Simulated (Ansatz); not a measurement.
Here is an Ansatz 0.2.0 calculation.

Contents of input.yaml:

```yaml
crystal:
  lattice:
    - [5.21946336, 0.0, 0.0]
    - [0.0, 5.00476369, 0.0]
    - [0.0, 0.0, 5.03268505]
  atoms:
    - { symbol: Hf, position: [0.966994, 0.73252082, 0.74144035] }
    - { symbol: Hf, position: [0.533006, 0.73252082, 0.24144035] }
    - { symbol: Hf, position: [0.466994, 0.26747918, 0.74144035] }
    - { symbol: Hf, position: [0.033006, 0.26747918, 0.24144035] }
    - { symbol: O, position: [0.63212745, 0.9286454, 0.87926726] }
    - { symbol: O, position: [0.86787255, 0.9286454, 0.37926726] }
    - { symbol: O, position: [0.23394852, 0.53988305, 0.49229239] }
    - { symbol: O, position: [0.26605148, 0.53988305, 0.99229239] }
    - { symbol: O, position: [0.76605148, 0.46011695, 0.99229239] }
    - { symbol: O, position: [0.73394852, 0.46011695, 0.49229239] }
    - { symbol: O, position: [0.13212745, 0.0713546, 0.87926726] }
    - { symbol: O, position: [0.36787255, 0.0713546, 0.37926726] }
hamiltonian:
  xc: blyp
  pseudopotentials: { kind: paw }
  dispersion: d4
kpoints:
  mp_grid: { grid: [5, 6, 5] }
scf:
  occupations: { method: fermi_dirac, width: 0.05 }
output:
  forces: true
  stress: true
relax:
  f_tol: 0.01
  max_steps: 40
  cell: { stress_tol: 0.05 }
```

Potentials or basis: Ansatz PAW.

Launch:

```bash
$ ansatz run input.yaml --threads 4 --pin off --max-ram 11264MiB --backend cpu --events-out ev --progress --plain --runs-dir out
```

Task: Estimate the band gap on the k mesh.

Result: 4.42 eV.

Task: Estimate the space group after relaxing (to 0.05 Å).

Result: Pca2_1 (No. 29).

Final structure:
```cif
data_structure
_symmetry_space_group_name_H-M 'P 1'
_symmetry_Int_Tables_number 1
_cell_length_a 5.2971
_cell_length_b 5.0690
_cell_length_c 5.1031
_cell_angle_alpha 90.000
_cell_angle_beta 90.000
_cell_angle_gamma 90.000
_cell_volume 137.02
loop_
_atom_site_label
_atom_site_type_symbol
_atom_site_fract_x
_atom_site_fract_y
_atom_site_fract_z
_atom_site_occupancy
Hf1 Hf 0.96793 0.73406 0.73979 1
Hf2 Hf 0.53207 0.73406 0.23979 1
Hf3 Hf 0.46793 0.26594 0.73979 1
Hf4 Hf 0.03207 0.26594 0.23979 1
O1 O 0.63469 0.93292 0.88326 1
O2 O 0.86531 0.93292 0.38326 1
O3 O 0.22864 0.53757 0.48995 1
O4 O 0.27136 0.53757 0.98995 1
O5 O 0.77136 0.46243 0.98995 1
O6 O 0.72864 0.46243 0.48995 1
O7 O 0.13469 0.06708 0.88326 1
O8 O 0.36531 0.06708 0.38326 1
```

Caveat: odd divisions of the mesh miss points on the zone boundary, where band edges often lie, so the gap on the mesh can be too wide; the plane-wave basis is chosen anew once the cell has moved, so the energies of steps on either side of that aren't comparable; spin-orbit coupling is left out, which moves the levels of the heavy elements. BLYP gaps usually lie below the measured ones, often by a third to a half.
